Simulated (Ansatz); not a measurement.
Phonons of NbC (Fm-3m)

```
Nb C
1.0
     0.00000    2.21360    2.21360
     2.21360    0.00000    2.21360
     2.21360    2.21360    0.00000
Nb C
1 1
Direct
  0.00000 0.00000 0.00000
  0.50000 0.50000 0.50000
```

Level of theory, where no other is named: LDA, all-electron LAPW in Ansatz 0.2.0, scalar-relativistic. k mesh 14×14×14, Fermi-Dirac smearing of 0.080 eV, basis error target 0.5 meV/atom. The cell was relaxed by PAW under this functional.

Atoms are displaced by 0.01 Å in the smallest supercells that hold the wave vectors of a 2×2×2 mesh. Negative values stand for unstable modes.

(1) What are the phonon energies at the solved wave vectors, in meV?

(2) Is the structure dynamically stable at these wave vectors?

(3) How do the optical zone-centre modes decompose, and which are active?

(4) How well do frozen-core PAW files reproduce these all-electron values?

(5) The cell is scaled evenly to 21.368 and 22.019 Å³ (from 21.693), with free atoms relaxed and the shape held. What are the mode Grüneisen parameters γ = −d ln ω/d ln V?

Answers

(1) 

```
                q  point                           modes (meV)
0.000 0.000 0.000  Gamma                            68.18 (×3)
0.500 0.000 0.000      L  14.91 (×2), 20.46, 75.06 (×2), 82.91
0.500 0.500 0.000      X  26.24 (×2), 30.93, 70.15 (×2), 74.69
```

(2) Yes, no mode is unstable there; wave vectors off this mesh aren't tested.

(3) Point group m-3m: Γ_opt = T1u.

| label | meV | activity | mostly |
| --- | --- | --- | --- |
| T1u | 68.18 | IR | C (89 %) |

In a metal the activity is that of symmetry alone; free carriers screen the infrared modes.

(4) With a cutoff of 420 eV and displacements of 0.0025 Å, the r.m.s. difference over the modes is 0.2 cm⁻¹; the largest difference is 164.6 (PAW) against 165.0 cm⁻¹ (LAPW).

(5) For the highest mode, 682.1 cm⁻¹ in the small cell and 655.6 in the large one give γ ≈ 1.32. From the change of the dynamical matrix on each mode:

```
point   cm⁻¹     γ
Gamma  549.9  1.96
    L  120.2  4.84
    L  165.0  3.78
    L  605.4  1.53
    L  668.7  1.32
    X  211.7  1.23
    X  249.4  1.90
    X  565.8  1.73
    X  602.4  1.51
```

Weighted by the modes' heat capacities at 300 K, the mean on this mesh is 2.60; it moves with the q mesh, and a coarse one overweights the zone boundary.

Caveats: responses of metals move with mesh and smearing; the frozen-core PAW files of the compared runs were fitted under PBE, their cores solved anew for this functional.
